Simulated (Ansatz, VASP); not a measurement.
# InSb: VASP beside Ansatz, part 2 of 2

Aim: how closely do two programs agree when they are given the same cell, functional and k mesh? The cell is taken from a series of VASP runs on this material, whose earlier steps may have relaxed, scaled or displaced it; both programs get it as it stands.

VASP 6.6.1 and Ansatz 0.2.0.

So far: The starting structure; Ansatz: zone-centre phonons, LDA; VASP: zone-centre phonons, LDA; Side by side.

**5. VASP: zone-centre phonons, r2SCAN with rVV10**

Level of this step: r2SCAN with rVV10; plane waves and PAW (Sb, In_d) (VASP).

Second derivatives magnify differences that forces hide, and they need a tight electronic threshold. The cell compared in this pair holds 69.56 Å³, against 67.97 Å³ for the pair before.

Contents of INCAR:

```
SYSTEM = InSb
PREC = Accurate
ENCUT = 450
EDIFF = 1E-08
NELM = 100
ISMEAR = 1
SIGMA = 0.15
LREAL = .FALSE.
ALGO = Normal
METAGGA = R2SCAN
LUSE_VDW = .TRUE.
IVDW_NL = 2
BPARAM = 11.95
CPARAM = 0.0093
LASPH = .TRUE.
NBANDS = 15
LORBIT = 11
LWAVE = .FALSE.
LCHARG = .FALSE.
KPAR = 2
IBRION = 6
NFREE = 2
POTIM = 0.015
NSW = 1
ISIF = 2
```

Contents of POSCAR:

```
InSb
1.0
    0.0000000000      3.2642229278      3.2642229278
    3.2642229278      0.0000000000      3.2642229278
    3.2642229278      3.2642229278      0.0000000000
Sb In
1 1
Direct
    0.7500000000      0.7500000000      0.7500000000
    0.0000000000      0.0000000000      0.0000000000
```

Contents of KPOINTS:

```
Automatic mesh
0
Gamma
10 10 10
0 0 0
```

PAW data sets: Sb and In_d (PBE family, release 64).

Launch:

```sh
> mpirun -np 2 vasp_std
```

The log of the run:

```text
[banner, memory and clock lines left out]
running    2 mpi-ranks, on    1 nodes
[...]
|                                                                             |
|               ----> ADVICE to this user running VASP <----                  |
|                                                                             |
|     You have switched on vdW-DFT.                                           |
|     This routine was written and supplied by Jiri Klimes. We recommend      |
|     that you carefully read and cite the following publications:            |
|       J. Klimes, D.R. Bowler, A. Michelides                                 |
|          J. Phys.: Cond Matt. 22 022201 (2010)                              |
|       J. Klimes, D.R. Bowler, A. Michelides                                 |
|          Phys. Rev. B. 83, 195131 (2011)                                    |
|     and references therein.                                                 |
|                                                                             |

[...]
Total rVV10 correction in eV:      0.5941749    23.4983138
Total rVV10 correction in eV:      0.5941749    23.4983138
DAV:  14    -0.481700859658E+02    0.94408E-07   -0.73098E-08  1752   0.244E-03    0.109E-03
Total rVV10 correction in eV:      0.5941796    23.4983138
Total rVV10 correction in eV:      0.5941796    23.4983138
DAV:  15    -0.481700860882E+02   -0.12243E-06   -0.52820E-08  1795   0.433E-03    0.294E-04
Total rVV10 correction in eV:      0.5941799    23.4983138
Total rVV10 correction in eV:      0.5941799    23.4983138
DAV:  16    -0.481700860971E+02   -0.88266E-08   -0.31232E-09  1006   0.688E-04
Total rVV10 correction in eV:      0.5941798    23.4983138
Total rVV10 correction in eV:      0.5941798    23.4983138
Total rVV10 correction in eV:      0.5941796    23.4983138
Total rVV10 correction in eV:      0.5941796    23.4983138
   1 F= -.48170086E+02 E0= -.48170211E+02  d E =0.375691E-03
[... from here on, the cycles between the ionic steps are left out ...]
   2 F= -.48169327E+02 E0= -.48169447E+02  d E =0.359750E-03
   3 F= -.48169326E+02 E0= -.48169446E+02  d E =0.359758E-03
   4 F= -.48169319E+02 E0= -.48169439E+02  d E =0.359770E-03
   5 F= -.48169319E+02 E0= -.48169439E+02  d E =0.359741E-03
 Finite differences progress:
  Degree of freedom:   2/  2
  Displacement:        2/  2
  Total:               4/  4
```

From OUTCAR (step 5):

```text
  Total        0.0051686      0.0061239      0.0061239      0.0000000      0.1132698      0.0000000
  in kB        0.1190448      0.1410496      0.1410496      0.0000000      2.6088867      0.0000000
  external PRESSURE =       0.1337147 kB  Pullay stress =       0.0000000 kB

 POSITION                                       TOTAL-FORCE (eV/Angst)
 -----------------------------------------------------------------------------------
      4.89633      4.89633      4.89633        -0.101807      0.000000      0.000000
     -0.01500      0.00000      0.00000         0.101807     -0.000000     -0.000000
 -----------------------------------------------------------------------------------
    total drift:                                0.001071      0.000001      0.000002

  FREE ENERGIE OF THE ION-ELECTRON SYSTEM (eV)
  ---------------------------------------------------
  free  energy   TOTEN  =       -48.1693188451 eV

  energy  without entropy=      -48.1696785859  energy(sigma->0) =      -48.16943876

[... 1 part as in an earlier step ...]

[... 2 further parts left out ...]
[key lines of the parts left out:]
E-fermi :   4.6967
```

**6. Ansatz: zone-centre phonons, r2SCAN with rVV10**

The same cell, functional, mesh and smearing now go to Ansatz, which takes its cutoff from its data sets.

The cell is taken from a series of VASP runs on this material, whose earlier steps may have relaxed, scaled or displaced it; both programs get it as it stands.

Contents of input.yaml:

```yaml
crystal:
  lattice:
    - [0.0, 3.2642229278, 3.2642229278]
    - [3.2642229278, 0.0, 3.2642229278]
    - [3.2642229278, 3.2642229278, 0.0]
  atoms:
    - { symbol: Sb, position: [0.75, 0.75, 0.75] }
    - { symbol: In, position: [0.0, 0.0, 0.0] }
hamiltonian:
  xc: r2scan
  pseudopotentials: { kind: paw }
  dispersion: rvv10
kpoints:
  mp_grid: { grid: [10, 10, 10] }
scf:
  occupations: { method: methfessel_paxton, width: 0.15 }
phonons:
  method: dfpt
  qpoints: [[0, 0, 0]]
```

Launch:

```sh
> ansatz run input.yaml --threads 4 --pin off --max-ram 9216MiB --backend cpu --events-out ev --progress --plain --runs-dir out
```

The log of the run:

```text
Error: phonons.method: dfpt with hamiltonian.dispersion: rvv10 — the rVV10 nonlocal-correlation f_xc (the second functional derivative of the nonlocal kernel) is not assembled; use method: fd, without the keys that are dfpt's alone (phonons.method's entry in the input reference names them), or remove the dispersion and use an LDA functional, a GGA, a hybrid of one such as hse06 or pbe0, r2scan or mr2scan (a hybrid, r2scan and mr2scan have refusals of their own beside method: dfpt, each with its way out)
```

Run time: 0.02 s. Hardware: 4 threads of Arm Neoverse V2, shared host; peak memory 0.031 GiB.

The program refused the input before any cycle.

The program's message: “Error: phonons.method: dfpt with hamiltonian.dispersion: rvv10 — the rVV10 nonlocal-correlation f_xc (the second functional derivative of the nonlocal kernel) is not assembled; use method: fd, without …”

**7. Outcome**

* r.m.s. difference of the optical zone-centre modes, each program's sorted by frequency (zone-centre phonons, LDA): 1.2 cm⁻¹
* difference in optical mode 1 to 3 (zone-centre phonons, LDA): -0.7 %

What this shows: The r.m.s. difference of the optical zone-centre modes, each program's sorted by frequency is 1.2 cm⁻¹ (zone-centre phonons, LDA). Among the rows given in per cent, the largest difference of the zone-centre phonons, LDA pair is in optical mode 1 to 3, -0.7 %. Ansatz did not finish the zone-centre phonons, r2SCAN with rVV10 run on these settings, where VASP converged. How closely two codes agree says nothing of how well the functional describes the real material.

[Lines on the potential files, build, host, timing and source positions are cut from VASP's logs without a mark.]

[Logs are printed without paths, hosts, clocks, repeated set-up lines and the standing remarks that a program may print on its own settings, such as how far it seeks lower states.]

[Hosts, paths, dates, database ids (printed as entryN), source tags and the programs' standing remarks are cut or masked in the printed files.]
